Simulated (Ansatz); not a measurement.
The system is Pb.

```
Pb
1.0
     3.48000    0.00000    0.00000
    -1.74000    3.01377    0.00000
     0.00000    0.00000    5.59000
Pb
2
Direct
  0.66667 0.33333 0.75000
  0.33333 0.66667 0.25000
```

This isn't the form of Pb at room conditions, which is fcc.

| Property | Result |
| --- | --- |
| Program | Ansatz 0.2.0 |
| Task | relaxation of cell and atoms |
| Functional | HSEsol |
| Potentials or basis | Ansatz PAW |
| Cutoff | 420 eV (not typed: the program's choice for these potentials) |
| k mesh | 5 × 5 × 3 |
| Occupations | fermi-dirac, width 0.05 eV |
| Spin | no spin polarisation |

At the start: volume 29.31 Å³/atom.

Question: Where does the relaxation end?

Answer: It ends after 5 steps and the volume is 29.93 Å³/atom (+2.1 %); space group P6_3/mmc (No. 194, to 0.05 Å).

Step by step:
```
step  energy change (eV)  largest force (eV/Å)  volume (Å³)
   1              0.0000                0.0000        58.63
   2             -0.0063                0.0000        60.30
   3             -0.0068                0.0000        59.99
   4             -0.0070                0.0000        59.86
   5             -0.0071                0.0000        59.86
```

Final structure:
```yaml
crystal:
  lattice:
    - [3.52771, 0.00000, 0.00000]
    - [-1.76386, 3.05509, 0.00000]
    - [0.00000, 0.00000, 5.55460]
  atoms:
    - { symbol: Pb, position: [0.66667, 0.33333, 0.75000] }
    - { symbol: Pb, position: [0.33333, 0.66667, 0.25000] }
```

Caveat: the k mesh is coarse (spacing up to 0.42 Å⁻¹), so the values aren't converged, least of all with exact exchange; the plane-wave basis is chosen anew once the cell has moved, so the energies of steps on either side of that aren't comparable; the PAW data sets come from PBE, with cores solved anew for the run's functional, which leaves a small shift of forces and pressure.
